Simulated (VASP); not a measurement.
# GaSb (F-43m) in VASP: single point with PBE

Aim: the single point of GaSb with PBE.

Program: VASP 6.6.1. These are calculated values, not measurements. Logs are shortened: lines on timing, memory, paths and dates and some standing lists are left out, and cuts for length are marked.

**The experiment to reproduce.**

A printed reference work, data compilation reports, for a bulk crystal of GaSb at 4.2 K: band gap 0.811 eV (direct).

How close the calculation comes is told below.

**1. The cell of the first run**

The structure is cubic, space group F-43m (No. 216). The conventional cell has a = 6.118 Å, b = 6.118 Å, c = 6.118 Å, α = 90.00°, β = 90.00°, γ = 90.00°. Within 3.5 Å of Ga (site symmetry -43m) lie 4 Sb at 2.65 Å. Within 3.5 Å of Sb (site symmetry -43m) lie 4 Ga at 2.65 Å.

**2. Single point, PBE**

INCAR reads:

```
SYSTEM = GaSb
ALGO = Normal
EDIFF = 1E-6
ENCUT = 500
GGA = PE
GGA_COMPAT = .FALSE.
ISIF = 2
ISMEAR = 0
LASPH = .TRUE.
LCHARG = .FALSE.
LREAL = .FALSE.
LWAVE = .FALSE.
NBANDS = 16
NELM = 120
PREC = Accurate
SIGMA = 0.01
```

KPOINTS reads:

```
k-points
0
G
  6 6 6
  0 0 0
```

POSCAR reads:

```
GaSb
1.0
    4.3260790000      0.0000000000      0.0000000000
    2.1630395000      3.7464943128      0.0000000000
    2.1630395000      1.2488314376      3.5322287123
Ga Sb
1 1
Direct
    0.0000000000      0.0000000000      0.0000000000
    0.2500000000      0.2500000000      0.2500000000
```

Potentials or basis: VASP PAW PBE potentials, release 64 (Ga_d, Sb).

Run with:

```sh
cat potpaw_PBE.64/Ga_d/POTCAR potpaw_PBE.64/Sb/POTCAR > POTCAR
mpirun -np 1 vasp_std > vasp.out
```

OUTCAR:

```text
SYSTEM = GaSb
   EDIFF = 1E-6
   ENCUT = 500
   GGA = PE
   ISIF = 2
   ISMEAR = 0
   LASPH = .TRUE.
   LREAL = .FALSE.
   NELM = 120
   PREC = Accurate

 ion  position               nearest neighbor table
   1  0.000  0.000  0.000-   2 2.65   2 2.65   2 2.65   2 2.65
   2  0.250  0.250  0.250-   1 2.65   1 2.65   1 2.65   1 2.65

  LATTYP: Found a face centered cubic cell.
 ALAT       =     6.1179995937

  Lattice vectors:

 A1 = (   4.3260790000,   0.0000000000,   0.0000000000)
 A2 = (   2.1630395000,   3.7464943128,   0.0000000000)
 A3 = (   2.1630395000,   1.2488314376,   3.5322287123)

Analysis of symmetry for initial positions (statically):
=====================================================================
 Subroutine PRICEL returns:
 Original cell was already a primitive cell.

 Routine SETGRP: Setting up the symmetry group for a
 face centered cubic supercell.

 Subroutine GETGRP returns: Found 24 space group operations
 (whereof 24 operations were pure point group operations)
 out of a pool of 48 trial point group operations.

The static configuration has the point symmetry T_d .

Analysis of symmetry for dynamics (positions and initial velocities):
=====================================================================
 Subroutine PRICEL returns:
 Original cell was already a primitive cell.

 Routine SETGRP: Setting up the symmetry group for a
 face centered cubic supercell.

 Subroutine GETGRP returns: Found 24 space group operations
 (whereof 24 operations were pure point group operations)
 out of a pool of 48 trial point group operations.

The dynamic configuration has the point symmetry T_d .

 Subroutine INISYM returns: Found 24 space group operations
 (whereof 24 operations are pure point group operations),
 and found     1 'primitive' translations

----------------------------------------------------------------------------------------

                                     Primitive cell

  volume of cell :      57.2491

  direct lattice vectors                    reciprocal lattice vectors
     4.326079000  0.000000000  0.000000000     0.231156204 -0.133458097 -0.094369125
     2.163039500  3.746494313  0.000000000     0.000000000  0.266916193 -0.094369125
     2.163039500  1.248831438  3.532228712     0.000000000  0.000000000  0.283107375

  length of vectors
     4.326079000  4.326079000  4.326079000     0.283107375  0.283107375  0.283107375

  position of ions in fractional coordinates (direct lattice)
     0.000000000  0.000000000  0.000000000
     0.250000000  0.250000000  0.250000000

  ion indices of the primitive-cell ions
   primitive index   ion index
                 1           1
                 2           2

----------------------------------------------------------------------------------------

 KPOINTS: k-points

Automatic generation of k-mesh.
 Grid dimensions read from file:
 generate k-points for:    6    6    6

 Generating k-lattice:

  Cartesian coordinates                     Fractional coordinates (reciprocal lattice)
     0.038526034 -0.022243016 -0.015728188     0.166666667 -0.000000000 -0.000000000
     0.000000000  0.044486032 -0.015728188     0.000000000  0.166666667  0.000000000
     0.000000000  0.000000000  0.047184563     0.000000000  0.000000000  0.166666667

  Length of vectors
     0.047184563  0.047184563  0.047184563

  Shift w.r.t. Gamma in fractional coordinates (k-lattice)
     0.000000000  0.000000000  0.000000000

 Subroutine IBZKPT returns following result:
 ===========================================

 Found     16 irreducible k-points:

 Following reciprocal coordinates:
            Coordinates               Weight
  0.000000  0.000000  0.000000      1.000000
  0.166667 -0.000000  0.000000      8.000000
  0.333333 -0.000000  0.000000      8.000000
  0.500000  0.000000  0.000000      4.000000
  0.166667  0.166667  0.000000      6.000000
  0.333333  0.166667  0.000000     24.000000
[... 8 lines left out ...]
 -0.333333  0.333333  0.166667     24.000000
 -0.333333  0.500000  0.166667     12.000000
   k-points           NKPTS =     16   k-points in BZ     NKDIM =     16   number of bands    NBANDS=     16
   number of dos      NEDOS =    301   number of ions     NIONS =      2
   total plane-waves  NPLWV =  32768
   dimension x,y,z NGX =    32 NGY =   32 NGZ =   32
   dimension x,y,z NGXF=    64 NGYF=   64 NGZF=   64
   ions per type =               1   1
   NGX,Y,Z   is equivalent  to a cutoff of  12.30, 12.30, 12.30 a.u.
   NGXF,Y,Z  is equivalent  to a cutoff of  24.59, 24.59, 24.59 a.u.
 SYSTEM =  GaSb
   PREC   = accura    normal or accurate (medium, high low for compatibility)
   ISTART =      0    job   : 0-new  1-cont  2-samecut
   ICHARG =      2    charge: 1-file 2-atom 10-const
   ISPIN  =      1    spin polarized calculation?
   LNONCOLLINEAR =      F non collinear calculations
   LSORBIT =      F    spin-orbit coupling
   LASPH  =      T    aspherical Exc in radial PAW
   ENCUT  =  500.0 eV  36.75 Ry    6.06 a.u.   7.89  7.89  7.89*2*pi/ulx,y,z
   NELM   =    120;   NELMIN=  2; NELMDL= -5     # of ELM steps
   EDIFF  = 0.1E-05   stopping-criterion for ELM
   LREAL  =      F    real-space projection
   EDIFFG = 0.1E-04   stopping-criterion for IOM
   NSW    =      0    number of steps for IOM
   IBRION =     -1    ionic relax: 0-MD 1-quasi-New 2-CG
   NFREE  =      0    steps in history (QN), initial steepest desc. (CG)
   ISIF   =      2    stress and relaxation
   ISYM   =      2    0-nonsym 1-usesym 2-fastsym
   POTIM  = 0.5000    time-step for ionic-motion
   TEBEG  =    0.0;   TEEND  =   0.0 temperature during run
   PSTRESS=    0.0 pullay stress
   NELECT =      18.0000    total number of electrons
   NUPDOWN=      -1.0000    fix difference up-down
   EMIN   =  10.00;   EMAX   =-10.00  energy-range for DOS
   EFERMI =   0.00;   METHOD = LEGACY
   ISMEAR =     0;   SIGMA  =   0.01  broadening in eV -4-tet -1-fermi 0-gaus
   EFERMI_NEDOS =   21; number of points for ismear=-14 and -15
   IALGO  =     38    algorithm
   IMIX   =      4    mixing-type and parameters
     AMIX     =   0.40;   BMIX     =  1.00
     AMIX_MAG =   1.60;   BMIX_MAG =  1.00
  volume/ion in A,a.u.               =      28.62       193.17
  Fermi-wavevector in a.u.,A,eV,Ry     =   1.113208  2.103658 16.860768  1.239231
  Thomas-Fermi vector in A             =   2.249790
   LORBIT       =      0    0 simple, 1 ext, 2 COOP (PROOUT), +10 PAW based schemes
   GGA     = PE    functional components
   LHFCALC =     F    Hartree Fock is set to
   AEXX    =    0.0000 exact exchange contribution
   IVDW    =     0    specifies the selected vdW correction
   LEPSILON=     F    determine dielectric tensor
   LRPA    =     F    only Hartree local field effects (RPA)
 non-spin polarized calculation
 Gauss-broadening in eV      SIGMA  =   0.01
  energy-cutoff  :      500.00
  volume of cell :       57.25
 maximum number of plane-waves:      1464
   NGX = 15   NGY = 15   NGZ = 15

 number of electron      17.9999986 magnetization

 Free energy of the ion-electron system (eV)
  ---------------------------------------------------
  ext. energy  EPLUGINS =         0.00000000
  ---------------------------------------------------
  free energy    TOTEN  =        -7.32094777 eV

  energy without entropy =       -7.32094278  energy(sigma->0) =       -7.32094527

 E-fermi :   4.8966     XC(G=0):  -9.0835

 val. band max:        4.8781986052   @ k =   0.0000   0.0000   0.0000
 cond. band min:       4.9121329142   @ k =   0.0000   0.0000   0.0000
 fundamental gap:      0.0339343090
 Fermi energy:         4.8965875549

 k-point     1 :       0.0000    0.0000    0.0000
  band No.  band energies     occupation
      1     -10.1688      2.00000
      2     -10.1688      2.00000
      3     -10.1688      2.00000
      4     -10.1193      2.00000
      5     -10.1193      2.00000
      6      -6.5984      2.00000
[... 8 lines left out ...]
     15      13.4660      0.00000
     16      13.4660      0.00000

 k-point     2 :       0.1667   -0.0000    0.0000
  band No.  band energies     occupation
      1     -10.1758      2.00000
      2     -10.1657      2.00000
      3     -10.1657      2.00000
      4     -10.1196      2.00000
      5     -10.1196      2.00000
      6      -6.3165      2.00000
[... 8 lines left out ...]
     15      12.4790      0.00000
     16      12.4790      0.00000

 k-point     3 :       0.3333   -0.0000    0.0000
  band No.  band energies     occupation
      1     -10.1895      2.00000
      2     -10.1603      2.00000
      3     -10.1603      2.00000
      4     -10.1195      2.00000
      5     -10.1195      2.00000
      6      -5.5648      2.00000
[... 8 lines left out ...]
     15      12.9806      0.00000
     16      12.9806      0.00000

 k-point     4 :       0.5000    0.0000    0.0000
  band No.  band energies     occupation
      1     -10.1962      2.00000
      2     -10.1581      2.00000
      3     -10.1581      2.00000
      4     -10.1190      2.00000
      5     -10.1190      2.00000
      6      -4.9730      2.00000
[... 8 lines left out ...]
     15      14.7686      0.00000
     16      14.7686      0.00000
[... 172 lines left out ...]
 k-point    14 :       0.5000    0.3333    0.1667
  band No.  band energies     occupation
      1     -10.2009      2.00000
      2     -10.1543      2.00000
      3     -10.1514      2.00000
      4     -10.1247      2.00000
      5     -10.1179      2.00000
      6      -4.9207      2.00000
[... 8 lines left out ...]
     15      13.9127      0.00000
     16      15.8708      0.00000

 k-point    15 :      -0.3333    0.3333    0.1667
  band No.  band energies     occupation
      1     -10.2040      2.00000
      2     -10.1536      2.00000
      3     -10.1489      2.00000
      4     -10.1239      2.00000
      5     -10.1191      2.00000
      6      -4.3906      2.00000
[... 8 lines left out ...]
     15      15.3128      0.00000
     16      15.5446      0.00000

 k-point    16 :      -0.3333    0.5000    0.1667
  band No.  band energies     occupation
      1     -10.2087      2.00000
      2     -10.1500      2.00000
      3     -10.1456      2.00000
      4     -10.1271      2.00000
      5     -10.1176      2.00000
      6      -4.1079      2.00000
[... 8 lines left out ...]
     15      14.9060      0.00000
     16      16.2389      0.00000

------------------------ aborting loop because EDIFF is reached ----------------------------------------

  FORCE on cell =-STRESS in cart. coord.  units (eV):
  Direction    XX          YY          ZZ          XY          YZ          ZX
  --------------------------------------------------------------------------------------
  -------------------------------------------------------------------------------------
  Total        0.8390210      0.8390210      0.8390210     -0.0000000      0.0000000      0.0000000
  in kB       23.4809174     23.4809174     23.4809174     -0.0000000      0.0000000      0.0000000
  external PRESSURE =      23.4809174 kB  Pullay stress =       0.0000000 kB

 VOLUME and BASIS-vectors are now :
 -----------------------------------------------------------------------------
  energy-cutoff  :      500.00
  volume of cell :       57.25
      direct lattice vectors                 reciprocal lattice vectors
     4.326079000  0.000000000  0.000000000     0.231156204 -0.133458097 -0.094369125
     2.163039500  3.746494313  0.000000000     0.000000000  0.266916193 -0.094369125
     2.163039500  1.248831438  3.532228712     0.000000000  0.000000000  0.283107375

 POSITION                                       TOTAL-FORCE (eV/Angst)
 -----------------------------------------------------------------------------------
      0.00000      0.00000      0.00000        -0.000000     -0.000000     -0.000000
      2.16304      1.24883      0.88306         0.000000      0.000000      0.000000
 -----------------------------------------------------------------------------------
    total drift:                                0.000001      0.000000      0.000000

  FREE ENERGIE OF THE ION-ELECTRON SYSTEM (eV)
  ---------------------------------------------------
  free  energy   TOTEN  =        -7.3209477697 eV

  energy  without entropy=       -7.3209427755  energy(sigma->0) =       -7.32094527
```

Wall time 6.6 s (1 thread of Intel Xeon 6975P-C (Granite Rapids), shared host); peak memory 0.17 GiB.

Results:

* Free energy: -7.3209 eV
* Pressure: 2.3 GPa
* Band gap on the k mesh: 0.03 eV, direct

Caveat: spin-orbit coupling is left out, which moves the levels of the heavy elements.

**3. Comparison with measurements**

Step 2. Against the measured gap of GaSb, 0.811 eV (direct; 4.2 K; a printed reference work, data compilation), the calculated 0.03 eV is off by -0.78 eV. Spin-orbit coupling on Ga, Sb is left out. The value is that of PBE on a finite k mesh, which can miss the band edges, without temperature or zero-point motion. Semilocal functionals fall short of measured gaps as a rule.
